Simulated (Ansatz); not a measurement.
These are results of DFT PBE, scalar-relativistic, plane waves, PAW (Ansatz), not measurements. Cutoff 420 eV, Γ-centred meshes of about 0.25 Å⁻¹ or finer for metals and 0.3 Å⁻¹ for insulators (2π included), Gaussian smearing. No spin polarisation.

Relaxed structures of Al6N, with energies over the first row. Coordination counts Al atoms around N (those within 1.25 times the shortest such distance or 1.15 times the sum of covalent radii).

```csv
#,form,sites,V (Å³/atom),coordination,ΔE (meV/atom)
1,P3m1,"Al 1c, 1a, 1b, 1b, 1b, 1c, 1a, 1a, 1c, 1c, 1a, 1b; N 1a, 1b",15.4,N 4,0
2,Cm,"Al 2a, 4b, 4b, 2a; N 2a",15.5,N 4,157
```

A further structure, relaxed alike:

```
Al N
1.0
     2.89301    0.00000    0.00000
    -1.44651    2.50542    0.00000
     0.00000    0.00000   13.86280
Al N
6 1
Direct
  0.33333 0.66667 0.08734
  0.66667 0.33333 0.91266
  0.66667 0.33333 0.41614
  0.33333 0.66667 0.58386
  0.00000 0.00000 0.74747
  0.00000 0.00000 0.25253
  0.00000 0.00000 0.00000
```

Problem. Place it among the others.

Solution. It falls between rows 1 and 2, 116 meV/atom above row 1, with space group P-3m1 (No. 164) and 14.4 Å³/atom. Counting Al atoms around N, this cell has N 6 and row 1 has N 4. Al on its first site is surrounded by 3 N at 2.06 Å and 12 Al at 2.83–2.94 Å; Al on its second site has 12 Al at 2.82–2.89 Å; around Al on its third site lie 12 Al at 2.82–2.89 Å; N is surrounded by 6 Al at 2.06 Å.

Trial moments fell under 0.15 μB along the way in P3m1, P-3m1 and Cm; another start might hold them. With atoms moved at random, row 1 came back. Row 2 and the further cell had no clear such test and can be saddle points.
